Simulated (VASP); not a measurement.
# SiC (Fm-3m) in VASP: further runs, part 2 of 2

VASP 6.6.1. Earlier steps stand in the parts before.

### Step 3. Relaxation of cell and atoms, LDA

This run uses another cell than the first one, of 8.07 Å³/atom, 0.848 times its volume.

Input file INCAR:

```
PREC = Accurate
ENCUT = 600
EDIFF = 1E-7
ISMEAR = 0
SIGMA = 0.03
LREAL = False
LASPH = True
NELM = 80
ALGO = Normal
ISIF = 3
LWAVE = False
LCHARG = False
IBRION = 2
NSW = 90
EDIFFG = -0.005
```

Input file KPOINTS:

```
regular mesh
0
Gamma
  12 12 12
```

Input file POSCAR:

```
SiC                                     
1.0
    0.0000000000      2.0061944410      2.0061944410
    2.0061944410      0.0000000000      2.0061944410
    2.0061944410      2.0061944410      0.0000000000
  Si              C             
     1     1
Direct
     0.0000000000000000    0.0000000000000000    0.0000000000000000
     0.5000000000000000    0.5000000000000000    0.5000000000000000
```

Potentials or basis: VASP PAW LDA potentials, release 64 (Si, C).

The run is started by

```
> cat potpaw_LDA.64/Si/POTCAR potpaw_LDA.64/C/POTCAR > POTCAR
> mpirun -np 1 vasp_std > vasp.out
```

OUTCAR:

```text
PREC = Accurate
   ENCUT = 600
   EDIFF = 1E-7
   ISMEAR = 0
   LREAL = False
   LASPH = True
   NELM = 80
   ISIF = 3
   IBRION = 2
   NSW = 90
   EDIFFG = -0.005

 ion  position               nearest neighbor table
   1  0.000  0.000  0.000-   2 2.01   2 2.01   2 2.01   2 2.01   2 2.01   2 2.01
   2  0.500  0.500  0.500-   1 2.01   1 2.01   1 2.01   1 2.01   1 2.01   1 2.01

  LATTYP: Found a face centered cubic cell.
 ALAT       =     4.0123888820

  Lattice vectors:

 A1 = (   0.0000000000,   2.0061944410,   2.0061944410)
 A2 = (   2.0061944410,   0.0000000000,   2.0061944410)
 A3 = (   2.0061944410,   2.0061944410,   0.0000000000)

Analysis of symmetry for initial positions (statically):
=====================================================================
 Subroutine PRICEL returns:
[... 260 lines left out ...]
 fundamental gap:      0.0626573504
 Fermi energy:        12.7411205402

 k-point     1 :       0.0000    0.0000    0.0000
  band No.  band energies     occupation
      1      -5.8593      2.00000
      2      12.7915      0.01756
      3      12.7915      0.01756
      4      12.7915      0.01756
      5      20.8489      0.00000
      6      21.7397      0.00000
      7      21.7397      0.00000
      8      21.7397      0.00000
[... 243 lines left out ...]
 k-point    24 :      -0.4167    0.1667    0.0000
  band No.  band energies     occupation
      1      -0.2252      2.00000
      2       1.9241      2.00000
      3       8.7427      2.00000
      4      10.8803      2.00000
      5      16.3789      0.00000
      6      19.6964      0.00000
      7      21.1654      0.00000
      8      25.6718      0.00000

 [... further k-points ...]

------------------------ aborting loop because EDIFF is reached ----------------------------------------

  FORCE on cell =-STRESS in cart. coord.  units (eV):
  Direction    XX          YY          ZZ          XY          YZ          ZX
  --------------------------------------------------------------------------------------
  -------------------------------------------------------------------------------------
  Total       -0.0001976     -0.0001976     -0.0001976     -0.0000000     -0.0000000     -0.0000000
  in kB       -0.0195901     -0.0195901     -0.0195901     -0.0000000     -0.0000000     -0.0000000
  external PRESSURE =      -0.0195901 kB  Pullay stress =       0.0000000 kB
[... 17 lines left out ...]
  FREE ENERGIE OF THE ION-ELECTRON SYSTEM (eV)
  ---------------------------------------------------
  free  energy   TOTEN  =       -15.3041908660 eV

  energy  without entropy=      -15.3039780678  energy(sigma->0) =      -15.30408447

 reached required accuracy - stopping structural energy minimisation
```

CONTCAR:

```text
SiC
   1.00000000000000
     0.0000000000000000    2.0066124390288587    2.0066124390288587
     2.0066124390288587   -0.0000000000000000    2.0066124390288587
     2.0066124390288587    2.0066124390288587    0.0000000000000000
  Si              C
     1     1
Direct
     0.0000000000000000    0.0000000000000000    0.0000000000000000
     0.5000000000000000    0.5000000000000000    0.5000000000000000

  0.00000000E+00  0.00000000E+00  0.00000000E+00
  0.00000000E+00  0.00000000E+00  0.00000000E+00
```

Run time: 5.8 s. Hardware: 1 thread of Intel Xeon 6975P-C (Granite Rapids), shared host; peak memory 0.12 GiB.

What came out:

```yaml
Free_energy: -15.3042 eV
Relaxed_volume: 8.08 Å³/atom
Relaxed_cell: a = 2.838 Å, b = 2.838 Å, c = 2.838 Å, α = 60.00°, β = 60.00°, γ = 60.00°
Space_group_after_relaxing_to_0.05_Å: Fm-3m (No. 225)
Energy_gained_by_relaxing: 0.0 meV/atom
Ionic_steps: 3
Pressure_after_relaxing: 0.0 GPa
Band_gap_on_the_k_mesh: none (metal or under the smearing width)
```

Final structure:
```yaml
crystal:
  lattice:
    - [0.00000, 2.00661, 2.00661]
    - [2.00661, 0.00000, 2.00661]
    - [2.00661, 2.00661, 0.00000]
  atoms:
    - { symbol: Si, position: [0.00000, 0.00000, 0.00000] }
    - { symbol: C, position: [0.50000, 0.50000, 0.50000] }
```

Levels at points of the mesh, in eV from the Fermi level:
```
           k point  band 1  band 2  band 3  band 4  band 5  band 6  band 7  band 8
(0.00, 0.00, 0.00)  -18.60    0.05    0.05    0.05    8.11    9.00    9.00    9.00
(0.50, 0.00, 0.00)  -13.28  -11.67   -1.05   -1.05    5.37    5.37    6.22    9.82
(0.50, 0.50, 0.00)  -11.43   -9.96   -4.34   -4.34   -0.70    2.46   15.06   15.06
```

### Step 4. Relaxation of the atoms, LDA (a relaxed cell with its volume scaled by 0.94)

INCAR, as its differences from that of step 3:

```diff
@@ -9,3 +9,3 @@
 ALGO = Normal
-ISIF = 3
+ISIF = 2
 LWAVE = False
@@ -13,3 +13,3 @@
 IBRION = 2
-NSW = 90
-EDIFFG = -0.005
+NSW = 40
+EDIFFG = -0.01
```

KPOINTS is that of step 3.

Input file POSCAR:

```
SiC                                     
1.0
    0.0000000000      1.9656496708      1.9656496708
    1.9656496708     -0.0000000000      1.9656496708
    1.9656496708      1.9656496708      0.0000000000
  Si              C             
     1     1
Direct
     0.0000000000000000    0.0000000000000000    0.0000000000000000
     0.5000000000000000    0.5000000000000000    0.5000000000000000
```

The run is started by

```
> cat potpaw_LDA.64/Si/POTCAR potpaw_LDA.64/C/POTCAR > POTCAR
> mpirun -np 1 vasp_std > vasp.out
```

Wall time 3.5 s (1 thread of Intel Xeon 6975P-C (Granite Rapids), shared host); peak memory 0.13 GiB.

It converged, with:

| Quantity | Value |
| --- | --- |
| Free energy | -15.2542 eV |
| Pressure after relaxing | 17.9 GPa |
| Band gap on the k mesh | none (metal or under the smearing width) |

Final structure:
```cif
data_structure
_symmetry_space_group_name_H-M 'P 1'
_symmetry_Int_Tables_number 1
_cell_length_a 2.7798
_cell_length_b 2.7798
_cell_length_c 2.7798
_cell_angle_alpha 60.000
_cell_angle_beta 60.000
_cell_angle_gamma 60.000
_cell_volume 15.19
loop_
_atom_site_label
_atom_site_type_symbol
_atom_site_fract_x
_atom_site_fract_y
_atom_site_fract_z
_atom_site_occupancy
Si1 Si 0.00000 0.00000 0.00000 1
C1 C 0.50000 0.50000 0.50000 1
```

Levels at points of the mesh, in eV from the Fermi level:
```
           k point  band 1  band 2  band 3  band 4  band 5  band 6  band 7  band 8
(0.00, 0.00, 0.00)  -19.44   -0.03   -0.03   -0.03    8.91    8.91    8.91    9.19
(0.50, 0.00, 0.00)  -13.86  -12.28   -1.31   -1.31    5.56    5.56    6.53   10.44
(0.50, 0.50, 0.00)  -11.83  -10.64   -4.69   -4.69   -0.37    2.07   15.90   16.07
```

Caveat: the relaxation stopped at its first step, so nothing moved.
